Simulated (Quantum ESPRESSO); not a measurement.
# Te (C2/m) in Quantum ESPRESSO: notebook

One crystal, Te, is run at these levels: PBEsol, LDA; tasks: band structure, single point, equation of state.

Program: Quantum ESPRESSO 7.5. These are calculated values, not measurements. Logs are shortened: lines on timing, memory, paths and dates and some standing lists are left out, and cuts for length are marked.

## (1) Starting point

Symmetry: C2/m, No. 12, monoclinic system. Conventional cell: a = 7.641 Å, b = 4.296 Å, c = 5.977 Å, α = 90.00°, β = 90.90°, γ = 90.00°. Te (site symmetry 2/m) has 6 Te at 3.09 to 3.31 Å as nearest neighbours. Te (site symmetry m) is surrounded by 6 Te at 3.03 to 3.47 Å.

This isn't the form of Te at room conditions, which is trigonal, of chains.

## (2) Band structure, PBEsol

The input, pw.in:

```
&CONTROL
  calculation = 'scf'
  prefix = 'pwscf'
  outdir = './tmp'
  pseudo_dir = './pseudo'
  tprnfor = .true.
  tstress = .true.
  disk_io = 'low'
/
&SYSTEM
  ibrav = 0
  celldm(1) = 8
  nat = 3
  ntyp = 1
  ecutwfc = 45
  ecutrho = 360
  nbnd = 15
  occupations = 'smearing'
  smearing = 'fd'
  degauss = 0.00367493
/
&ELECTRONS
  conv_thr = 6d-10
  electron_maxstep = 120
  mixing_beta = 0.5
/
ATOMIC_SPECIES
Te   127.6000 te_pbesol_v1.uspp.F.UPF
CELL_PARAMETERS alat
  0.9024125920835  -0.5074393217761   0.0000000000000
  0.9024125920835   0.5074393217761   0.0000000000000
 -0.0222729894063   0.0000000000000   1.4116468287869
ATOMIC_POSITIONS crystal
Te     0.0000000000    0.0000000000    0.0000000000
Te     0.3094466100    0.3094466100    0.3388094900
Te     0.6905533900    0.6905533900    0.6611905100
K_POINTS automatic
7 7 5 0 0 0
```

The input, bands.in:

```
&CONTROL
  calculation = 'bands'
  prefix = 'pwscf'
  outdir = './tmp'
  pseudo_dir = './pseudo'
  disk_io = 'low'
  verbosity = 'high'
/
&SYSTEM
  ibrav = 0
  celldm(1) = 8
  nat = 3
  ntyp = 1
  ecutwfc = 45
  ecutrho = 360
  nbnd = 15
  occupations = 'smearing'
  smearing = 'fd'
  degauss = 0.00367493
/
&ELECTRONS
  conv_thr = 1d-08
  electron_maxstep = 120
  mixing_beta = 0.5
  diago_full_acc = .true.
  startingwfc = 'random'
/
ATOMIC_SPECIES
Te   127.6000 te_pbesol_v1.uspp.F.UPF
CELL_PARAMETERS alat
  0.9024125920835  -0.5074393217761   0.0000000000000
  0.9024125920835   0.5074393217761   0.0000000000000
 -0.0222729894063   0.0000000000000   1.4116468287869
ATOMIC_POSITIONS crystal
Te     0.0000000000    0.0000000000    0.0000000000
Te     0.3094466100    0.3094466100    0.3388094900
Te     0.6905533900    0.6905533900    0.6611905100
K_POINTS crystal
60
 0.0000000000  0.0000000000  0.0000000000 1
 0.0714285714  0.0714285714 -0.1428571429 1
 0.1428571429  0.1428571429 -0.2857142857 1
 0.2142857143  0.2142857143 -0.4285714286 1
 0.2857142857  0.2857142857 -0.5714285714 1
 0.3571428571  0.3571428571 -0.7142857143 1
 0.4285714286  0.4285714286 -0.8571428571 1
 0.5000000000  0.5000000000 -1.0000000000 1
 0.4015871707  0.4015871707 -1.1194858132 1
 0.3031743415  0.3031743415 -1.2389716265 1
 0.2047615122  0.2047615122 -1.3584574397 1
 0.1063486830  0.1063486830 -1.4779432529 1
 0.1625845854  0.1625845854 -1.3382370739 1
 0.2188204878  0.2188204878 -1.1985308949 1
 0.2750563903  0.2750563903 -1.0588247159 1
 0.3312922927  0.3312922927 -0.9191185370 1
 0.3875281951  0.3875281951 -0.7794123580 1
 0.4437640976  0.4437640976 -0.6397061790 1
 0.5000000000  0.5000000000 -0.5000000000 1
 0.5862628317  0.4137371683 -0.5000000000 1
 0.6725256635  0.3274743365 -0.5000000000 1
 0.3274743365 -0.3274743365  0.5000000000 1
 0.2728952804 -0.2728952804  0.5000000000 1
 0.2183162243 -0.2183162243  0.5000000000 1
 0.1637371683 -0.1637371683  0.5000000000 1
 0.1091581122 -0.1091581122  0.5000000000 1
 0.0545790561 -0.0545790561  0.5000000000 1
 0.0000000000  0.0000000000  0.5000000000 1
 0.0992945908  0.0992945908  0.4975492503 1
 0.1985891816  0.1985891816  0.4950985006 1
 0.2978837723  0.2978837723  0.4926477510 1
 0.3971783631  0.3971783631  0.4901970013 1
 0.4964729539  0.4964729539  0.4877462516 1
 0.5957675447  0.5957675447  0.4852955019 1
 0.6950621355  0.6950621355  0.4828447523 1
 0.7943567263  0.7943567263  0.4803940026 1
 0.8936513170  0.8936513170  0.4779432529 1
 0.5000000000  0.5000000000 -1.0000000000 1
 0.5449043427  0.4550956573 -1.0000000000 1
 0.4550956573 -0.4550956573  0.0000000000 1
 0.3982087002 -0.3982087002  0.0000000000 1
 0.3413217430 -0.3413217430  0.0000000000 1
 0.2844347858 -0.2844347858  0.0000000000 1
 0.2275478287 -0.2275478287  0.0000000000 1
 0.1706608715 -0.1706608715  0.0000000000 1
 0.1137739143 -0.1137739143  0.0000000000 1
 0.0568869572 -0.0568869572  0.0000000000 1
 0.0000000000  0.0000000000  0.0000000000 1
 0.0833333333  0.0000000000 -0.0833333333 1
 0.1666666667  0.0000000000 -0.1666666667 1
 0.2500000000  0.0000000000 -0.2500000000 1
 0.3333333333  0.0000000000 -0.3333333333 1
 0.4166666667  0.0000000000 -0.4166666667 1
 0.5000000000  0.0000000000 -0.5000000000 1
 0.5000000000  0.0000000000  0.0000000000 1
 0.4000000000  0.0000000000  0.0000000000 1
 0.3000000000  0.0000000000  0.0000000000 1
 0.2000000000  0.0000000000  0.0000000000 1
 0.1000000000  0.0000000000  0.0000000000 1
 0.0000000000  0.0000000000  0.0000000000 1
```

Potentials or basis: GBRV 1.5 PBEsol.

On the command line:

```console
$ OMP_NUM_THREADS=1 mpirun -n 2 pw.x -nk 2 -in pw.in > pw.out
$ OMP_NUM_THREADS=1 mpirun -n 2 pw.x -nk 2 -in bands.in > bands.out
```

pw.out:

```text
This program is part of the open-source Quantum ESPRESSO suite
     for quantum simulation of materials; please cite
[... 13 lines left out ...]
     --------------------
     sticks:   dense  smooth     PW     G-vecs:    dense   smooth      PW
     Sum        1675     839    253                76299    26995    4563

     Using Slab Decomposition

     bravais-lattice index     =            0
     lattice parameter (alat)  =       8.0000  a.u.
     unit-cell volume          =     661.9349 (a.u.)^3
     number of atoms/cell      =            3
     number of atomic types    =            1
     number of electrons       =        18.00
     number of Kohn-Sham states=           15
     kinetic-energy cutoff     =      45.0000  Ry
     charge density cutoff     =     360.0000  Ry
     scf convergence threshold =      6.0E-10
     mixing beta               =       0.5000
     number of iterations used =            8  plain     mixing
     Exchange-correlation= SLA  PW   PSX  PSC
                           (   1   4  10   8   0   0   0)

     celldm(1)=   8.000000  celldm(2)=   0.000000  celldm(3)=   0.000000
     celldm(4)=   0.000000  celldm(5)=   0.000000  celldm(6)=   0.000000

     crystal axes: (cart. coord. in units of alat)
               a(1) = (   0.902413  -0.507439   0.000000 )
               a(2) = (   0.902413   0.507439   0.000000 )
               a(3) = (  -0.022273   0.000000   1.411647 )

     reciprocal axes: (cart. coord. in units 2 pi/alat)
               b(1) = (  0.554070 -0.985339  0.008742 )
               b(2) = (  0.554070  0.985339  0.008742 )
               b(3) = ( -0.000000  0.000000  0.708392 )

     PseudoPot. # 1 for Te read from file:
     te_pbesol_v1.uspp.F.UPF
     Pseudo is Ultrasoft + core correction, Zval =  6.0
     Generated by new atomic code, or converted to UPF format
     Using radial grid of  891 points,  5 beta functions with:
                l(1) =   0
                l(2) =   0
                l(3) =   1
                l(4) =   1
                l(5) =   2
     Q(r) pseudized with  6 coefficients,  rinner =    1.800   1.800   1.800
                                                       1.800   1.800

     atomic species   valence    mass     pseudopotential
     Te                6.00   127.60000     Te( 1.00)

      4 Sym. Ops., with inversion, found

   Cartesian axes

     site n.     atom                  positions (alat units)
         1        Te     tau(   1) = (   0.0000000   0.0000000   0.0000000  )
         2        Te     tau(   2) = (   0.5509507   0.0000000   0.4782793  )
         3        Te     tau(   3) = (   1.2316015   0.0000000   0.9333675  )

     number of k points=    72  Fermi-Dirac smearing, width (Ry)=  0.0037
                       cart. coord. in units 2pi/alat
        k(    1) = (   0.0000000   0.0000000   0.0000000), wk =   0.0081633
        k(    2) = (   0.0000000   0.0000000   0.1416785), wk =   0.0163265
        k(    3) = (   0.0000000   0.0000000   0.2833570), wk =   0.0163265
        k(    4) = (   0.0791529   0.1407628   0.0012489), wk =   0.0326531
        k(    5) = (   0.0791529   0.1407628   0.1429274), wk =   0.0326531
        k(    6) = (   0.0791529   0.1407628   0.2846059), wk =   0.0326531
[... 64 lines left out ...]
        k(   71) = (  -0.0000000  -0.8445767   0.1416785), wk =   0.0326531
        k(   72) = (  -0.0000000  -0.8445767   0.2833570), wk =   0.0326531

     Dense  grid:    76299 G-vectors     FFT dimensions: (  54,  54,  72)

     Smooth grid:    26995 G-vectors     FFT dimensions: (  36,  36,  50)

     Initial potential from superposition of free atoms

     starting charge      17.9994, renormalised to      18.0000
     Starting wfcs are   12 randomized atomic wfcs +    3 random wfcs

     Self-consistent Calculation

     iteration #  1     ecut=    45.00 Ry     beta= 0.50
     Davidson diagonalization with overlap
     ethr =  1.00E-02,  avg # of iterations =  8.3

     Threshold (ethr) on eigenvalues was too large:
     Diagonalizing with lowered threshold

     Davidson diagonalization with overlap
     ethr =  6.54E-05,  avg # of iterations =  7.5

     total energy              =     -79.29690850 Ry
     estimated scf accuracy    <       0.01197609 Ry

     iteration #  2     ecut=    45.00 Ry     beta= 0.50
     Davidson diagonalization with overlap
     ethr =  6.65E-05,  avg # of iterations =  1.9
[... 11 lines left out ...]
     iteration #  4     ecut=    45.00 Ry     beta= 0.50
     Davidson diagonalization with overlap
     ethr =  9.39E-06,  avg # of iterations =  1.5

     total energy              =     -79.29880391 Ry
     estimated scf accuracy    <       0.00003042 Ry

     iteration #  5     ecut=    45.00 Ry     beta= 0.50
     Davidson diagonalization with overlap
     c_bands:  1 eigenvalues not converged
     ethr =  1.69E-07,  avg # of iterations =  5.0

     total energy              =     -79.29881598 Ry
     estimated scf accuracy    <       0.00000511 Ry

     iteration #  6     ecut=    45.00 Ry     beta= 0.50
     Davidson diagonalization with overlap
     ethr =  2.84E-08,  avg # of iterations =  1.9

     total energy              =     -79.29881691 Ry
     estimated scf accuracy    <       0.00000021 Ry
[... 12 lines left out ...]
     total energy              =     -79.29881703 Ry
     estimated scf accuracy    <          1.7E-09 Ry

     iteration #  9     ecut=    45.00 Ry     beta= 0.50
     Davidson diagonalization with overlap
     ethr =  9.40E-12,  avg # of iterations =  3.3

     End of self-consistent calculation

          k = 0.0000 0.0000 0.0000 (  3361 PWs)   bands (ev):

    -7.3079  -4.1181  -3.9745   3.6697   3.6995   4.1406   4.3429   4.7472
     4.9686   7.4113   7.4456   8.0033  11.0912  11.5383  12.4362

          k = 0.0000 0.0000 0.1417 (  3362 PWs)   bands (ev):

    -7.1707  -5.1215  -2.9376   3.3275   3.7072   3.8384   4.8668   4.9728
     5.1094   7.0529   7.0777   7.5692  10.5237  11.8427  12.0162
[... 288 lines left out ...]
    -5.5370  -4.7841  -4.3734   0.9933   1.1846   1.6084   4.7973   5.7403
     6.3322   6.7684   7.3304   8.2115  11.7942  12.1412  13.1589

          k =-0.0792-0.7038-0.1429 (  3375 PWs)   bands (ev):

    -5.6443  -4.6170  -4.4670   1.2082   1.8463   2.1961   3.3180   4.3083
     4.9227   8.1631   8.4725   9.3448  11.3191  11.3416  13.4453

          k = 0.0000-0.5631-0.0000 (  3377 PWs)   bands (ev):

    -5.4546  -5.0364  -4.2411   1.9171   1.9545   2.9273   2.9571   3.2524
     3.6320   8.9200   9.1682   9.3205  11.0322  11.0608  13.4332

          k = 0.0000-0.5631 0.1417 (  3383 PWs)   bands (ev):

    -5.4093  -5.0242  -4.2780   1.2625   1.6791   2.3059   3.4007   4.1989
     4.8419   8.0860   8.5767   9.1927  11.1434  11.3498  13.6380

          k = 0.0000-0.5631 0.2834 (  3374 PWs)   bands (ev):

    -5.3243  -5.0075  -4.3474   0.9792   1.1660   1.6182   4.8579   5.6600
     6.2388   6.7475   7.3906   8.1029  11.5606  12.2102  13.2617

          k = 0.4749 0.0000 0.0075 (  3386 PWs)   bands (ev):

    -6.1229  -4.8077  -3.8155   1.4393   1.9579   2.4783   2.7934   5.9871
     6.2215   6.4870   6.6736   8.7668   9.8627  13.7104  14.8956

          k = 0.4749 0.0000 0.1492 (  3385 PWs)   bands (ev):
[... 26 lines left out ...]
    -5.8143  -4.8385  -4.1066   1.1634   1.6477   2.8193   3.5169   3.8173
     6.1188   6.7550   8.7875   9.1759   9.7901  13.2381  13.9463

          k =-0.0000-0.8446 0.2834 (  3381 PWs)   bands (ev):

    -5.7299  -4.7788  -4.2806   0.6365   1.7196   2.4526   4.0917   5.3333
     5.6164   7.4614   7.6260   8.7396  10.5310  11.9415  14.2525

     the Fermi energy is     6.4126 ev

!    total energy              =     -79.29881703 Ry
     estimated scf accuracy    <          9.5E-11 Ry
     smearing contrib. (-TS)   =      -0.00052703 Ry
     internal energy E=F+TS    =     -79.29829000 Ry

     The total energy is F=E-TS. E is the sum of the following terms:
     one-electron contribution =      11.57053094 Ry
     hartree contribution      =       2.69882500 Ry
     xc contribution           =     -42.91891183 Ry
     ewald contribution        =     -50.64873412 Ry

     convergence has been achieved in   9 iterations

     Forces acting on atoms (cartesian axes, Ry/au):

     atom    1 type  1   force =     0.00000000    0.00000000    0.00000000
     atom    2 type  1   force =     0.00487474    0.00000000   -0.00208059
     atom    3 type  1   force =    -0.00487474   -0.00000000    0.00208059

     Total force =     0.007496     Total SCF correction =     0.000012

     Computing stress (Cartesian axis) and pressure

          total   stress  (Ry/bohr**3)                   (kbar)     P=      -20.52
  -0.00013784   0.00000000   0.00000024          -20.28        0.00        0.04
  -0.00000000  -0.00012304  -0.00000000           -0.00      -18.10       -0.00
   0.00000024   0.00000000  -0.00015752            0.04        0.00      -23.17

=------------------------------------------------------------------------------=
   JOB DONE.
=------------------------------------------------------------------------------=
```

Run time: 55 s. Hardware: 2 MPI ranks of Arm Neoverse V2, shared host; peak memory 0.34 GiB.

Results:

| Item | Value |
| --- | --- |
| Free energy | -1078.9154 eV |
| Pressure | -2.1 GPa |
| Largest force | 0.136 eV/Å |
| Band gap along the path | none (metal or under the smearing width) |

Forces on the atoms (eV/Å):
```
Te   0.000  0.000  0.000
Te   0.125  0.000 -0.053
Te  -0.125  0.000  0.053
```

Stress tensor (GPa, compression positive):
```
-2.03  0.00  0.00
 0.00 -1.81  0.00
 0.00  0.00 -2.32
```

Levels at the corners of the path, in eV from the Fermi level:
```csv
point,band 5,band 6,band 7,band 8,band 9,band 10,band 11,band 12,band 13,band 14
Γ,-2.71,-2.27,-2.07,-1.67,-1.44,1.00,1.03,1.59,4.68,5.13
Y,-4.24,-4.12,-3.97,-0.39,-0.17,0.02,0.21,2.28,3.66,7.88
F,-2.78,-2.64,-2.30,-1.24,-1.03,0.34,0.52,1.37,3.90,4.59
L,-3.31,-3.29,-3.16,-2.58,-0.12,0.23,2.35,2.45,4.23,4.53
I,-5.25,-5.23,-0.48,-0.25,0.17,0.18,0.31,0.79,6.01,6.37
I1,-5.25,-5.23,-0.48,-0.25,0.17,0.18,0.31,0.79,6.01,6.37
Z,-2.69,-2.60,-1.22,-0.82,-0.36,-0.19,-0.16,0.15,3.63,4.83
F1,-2.78,-2.64,-2.30,-1.24,-1.03,0.34,0.52,1.37,3.90,4.59
Y,-4.24,-4.12,-3.97,-0.39,-0.17,0.02,0.21,2.28,3.66,7.88
X1,-4.20,-4.14,-3.94,-1.31,-0.98,0.76,1.21,2.60,3.61,7.34
X,-4.20,-4.14,-3.94,-1.31,-0.98,0.76,1.21,2.60,3.61,7.34
Γ,-2.71,-2.27,-2.07,-1.67,-1.44,1.00,1.03,1.59,4.68,5.13
N,-3.65,-3.47,-2.78,-2.67,-0.26,0.21,2.00,2.69,4.26,4.57
M,-4.53,-4.15,-3.84,-0.65,-0.65,0.19,0.31,2.24,3.58,8.03
Γ,-2.71,-2.27,-2.07,-1.67,-1.44,1.00,1.03,1.59,4.68,5.13
```

Caveat: spin-orbit coupling is left out, which moves the levels of the heavy elements.

## (3) Single point, LDA, 30.73 Å³/atom

Edit pw.in of step 2 so:

```diff
@@ -7,3 +7,3 @@
   tstress = .true.
-  disk_io = 'low'
+  disk_io = 'nowf'
 /
@@ -11,3 +11,2 @@
   ibrav = 0
-  celldm(1) = 8
   nat = 3
@@ -27,7 +26,7 @@
 ATOMIC_SPECIES
-Te   127.6000 te_pbesol_v1.uspp.F.UPF
-CELL_PARAMETERS alat
-  0.9024125920835  -0.5074393217761   0.0000000000000
-  0.9024125920835   0.5074393217761   0.0000000000000
- -0.0222729894063   0.0000000000000   1.4116468287869
+Te   127.6000 te_lda_v1.uspp.F.UPF
+CELL_PARAMETERS angstrom
+   3.7423024554   -2.1043494257    0.0000000000
+   3.7423024554    2.1043494257    0.0000000000
+  -0.0923660238    0.0000000000    5.8540953882
 ATOMIC_POSITIONS crystal
```

Potentials or basis: GBRV 1.5 LDA.

On the command line:

```console
$ OMP_NUM_THREADS=1 mpirun -n 2 pw.x -nk 2 -in pw.in > pw.out
```

pw.out:

```text
This program is part of the open-source Quantum ESPRESSO suite
     for quantum simulation of materials; please cite
[... 13 lines left out ...]
     --------------------
     sticks:   dense  smooth     PW     G-vecs:    dense   smooth      PW
     Sum        1607     807    249                71753    25367    4287

     Using Slab Decomposition

     bravais-lattice index     =            0
     lattice parameter (alat)  =       8.1133  a.u.
     unit-cell volume          =     622.2188 (a.u.)^3
     number of atoms/cell      =            3
     number of atomic types    =            1
     number of electrons       =        18.00
     number of Kohn-Sham states=           15
     kinetic-energy cutoff     =      45.0000  Ry
     charge density cutoff     =     360.0000  Ry
     scf convergence threshold =      6.0E-10
     mixing beta               =       0.5000
     number of iterations used =            8  plain     mixing
     Exchange-correlation= SLA  PZ   NOGX NOGC
                           (   1   1   0   0   0   0   0)

     celldm(1)=   8.113313  celldm(2)=   0.000000  celldm(3)=   0.000000
     celldm(4)=   0.000000  celldm(5)=   0.000000  celldm(6)=   0.000000

     crystal axes: (cart. coord. in units of alat)
               a(1) = (   0.871645  -0.490138   0.000000 )
               a(2) = (   0.871645   0.490138   0.000000 )
               a(3) = (  -0.021514   0.000000   1.363517 )

[... 118 lines left out ...]
     ethr =  1.00E-02,  avg # of iterations =  8.4

     Threshold (ethr) on eigenvalues was too large:
     Diagonalizing with lowered threshold

     Davidson diagonalization with overlap
     ethr =  6.04E-05,  avg # of iterations =  7.3

     total energy              =     -79.61834239 Ry
     estimated scf accuracy    <       0.01092259 Ry
[... 19 lines left out ...]
     total energy              =     -79.61987664 Ry
     estimated scf accuracy    <       0.00002396 Ry

     iteration #  5     ecut=    45.00 Ry     beta= 0.50
     Davidson diagonalization with overlap
     c_bands:  1 eigenvalues not converged
     ethr =  1.33E-07,  avg # of iterations =  4.6

     total energy              =     -79.61988644 Ry
     estimated scf accuracy    <       0.00000338 Ry

     iteration #  6     ecut=    45.00 Ry     beta= 0.50
     Davidson diagonalization with overlap
     ethr =  1.88E-08,  avg # of iterations =  2.3
[... 11 lines left out ...]
     iteration #  8     ecut=    45.00 Ry     beta= 0.50
     Davidson diagonalization with overlap
     ethr =  2.13E-10,  avg # of iterations =  1.7

     End of self-consistent calculation

          k = 0.0000 0.0000 0.0000 (  3179 PWs)   bands (ev):

    -7.1720  -3.7120  -3.5457   4.1578   4.1711   4.7497   4.9219   5.2742
     5.4954   8.1234   8.1614   8.7401  11.6875  12.1553  13.1037
[... 353 lines left out ...]
    -5.4278  -4.4192  -3.8649   0.8534   2.0295   2.8193   4.5950   5.8970
     6.2386   8.1880   8.3656   9.5578  11.0724  12.5483  15.0000

     the Fermi energy is     7.0652 ev

!    total energy              =     -79.61988731 Ry
     estimated scf accuracy    <          5.5E-10 Ry
     smearing contrib. (-TS)   =      -0.00055057 Ry
     internal energy E=F+TS    =     -79.61933674 Ry

     The total energy is F=E-TS. E is the sum of the following terms:
     one-electron contribution =      12.81243603 Ry
     hartree contribution      =       2.51477266 Ry
     xc contribution           =     -43.24232702 Ry
     ewald contribution        =     -51.70421841 Ry

     convergence has been achieved in   8 iterations

     Forces acting on atoms (cartesian axes, Ry/au):

     atom    1 type  1   force =     0.00000000    0.00000000    0.00000000
     atom    2 type  1   force =     0.01128251    0.00000000   -0.00438144
     atom    3 type  1   force =    -0.01128251   -0.00000000    0.00438144

     Total force =     0.017117     Total SCF correction =     0.000026

     Computing stress (Cartesian axis) and pressure

          total   stress  (Ry/bohr**3)                   (kbar)     P=        3.52
   0.00000107   0.00000000   0.00000098            0.16        0.00        0.14
  -0.00000000   0.00003066  -0.00000000           -0.00        4.51       -0.00
   0.00000098  -0.00000000   0.00004009            0.14       -0.00        5.90

=------------------------------------------------------------------------------=
   JOB DONE.
=------------------------------------------------------------------------------=
```

Run time: 24 s. Hardware: 2 MPI ranks of Arm Neoverse V2, shared host; peak memory 0.32 GiB.

Results:

```yaml
Free_energy: -1083.2838 eV
Pressure: 0.4 GPa
Largest_force: 0.311 eV/Å
Band_gap_on_the_k_mesh: none (metal or under the smearing width)
```

(Part 1 of 2 ends here.)
